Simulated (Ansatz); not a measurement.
# Iron, fcc: HSE06 at the PBE geometry

How do the levels and moments change when part of the exchange is made exact, and what does it cost? The geometry was relaxed under PBE beforehand and is kept. Exact exchange is dear, so the k-mesh is coarse, and PBE is run on the same mesh for comparison.

Computed with Ansatz 0.2.0 (DFT, plane waves (420 eV) with PBE-made PAW files, scalar-relativistic; functionals as named at each step, unless a step says otherwise).

## 1. The starting structure

It takes space group I4/mmm (No. 139, tetragonal). Conventional cell: a = 2.421 Å, b = 2.421 Å, c = 3.681 Å, α = 90.00°, β = 90.00°, γ = 90.00°. Fe (site symmetry 4/mmm) is surrounded by 12 Fe at 2.42 to 2.51 Å.

As a file:

```
CELL_PARAMETERS angstrom
2.42140 0.00000 0.00000
0.00000 2.42140 0.00000
0.00000 0.00000 3.68116
ATOMIC_POSITIONS crystal
Fe 0.00000 0.00000 0.00000
Fe 0.50000 0.50000 0.50000
```

The atoms start with moments of +1.54, -1.54 μB.

## 2. PBE on the coarse mesh

The run with PBE.

input.yaml

```yaml
crystal:
  lattice:
    - [2.4214045581, 0.0, 0.0]
    - [0.0, 2.4214045581, 0.0]
    - [0.0, 0.0, 3.6811567643]
  atoms:
    - { symbol: Fe, position: [1.0, 1.0, 0.0], spin: 1.537 }
    - { symbol: Fe, position: [0.5, 0.5, 0.5], spin: -1.537 }
hamiltonian:
  xc: pbe
  pseudopotentials:
    kind: paw
    azcp:
      Fe: "pseudopotentials/Fe.paw.azcp"
basis:
  ecutwfc: 420
  fft_grid_basis: typed
kpoints:
  mp_grid: { grid: [7, 7, 5], shift: [0, 0, 0] }
magnetization:
  spin_polarized: true
scf:
  occupations: { method: fermi_dirac, width: 0.1 }
```

Run with:

```console
$ ansatz run input.yaml --threads 4 --pin off --max-ram 8192MiB --backend cpu --events-out ev --progress --plain --runs-dir out
```

## 3. HSE06 on the coarse mesh

The run with HSE06.

input.yaml: that of step 2 with these lines changed.

```diff
@@ -9,3 +9,3 @@
 hamiltonian:
-  xc: pbe
+  xc: hse06
   pseudopotentials:
```

(Steps that only read results are left out.)

What does the calculation give? Wanted: PBE: gap; PBE: magnetic state; HSE06: gap; HSE06: magnetic state.

**Answer**, as computed:

```
                         quantity                                      value
                         PBE: gap               none (levels filled in part)
              PBE: magnetic state  antiferromagnetic, up to 1.49 μB per atom
                       HSE06: gap               none (levels filled in part)
            HSE06: magnetic state  antiferromagnetic, up to 2.87 μB per atom
HSE06: SCF cycles, exchange loops                                      47, 3
 HSE06: CPU time over that of PBE                                         15
```

What this shows: Both PBE and HSE06 leave levels filled in part. The largest moment goes from 1.49 to 2.87 μB; exact exchange favours larger moments in itinerant magnets. The hybrid took 15 times as much CPU time as PBE on the same settings. HSE06 needed 3 outer loops of the exchange operator. The total energies in the logs cannot be compared from one functional to another.
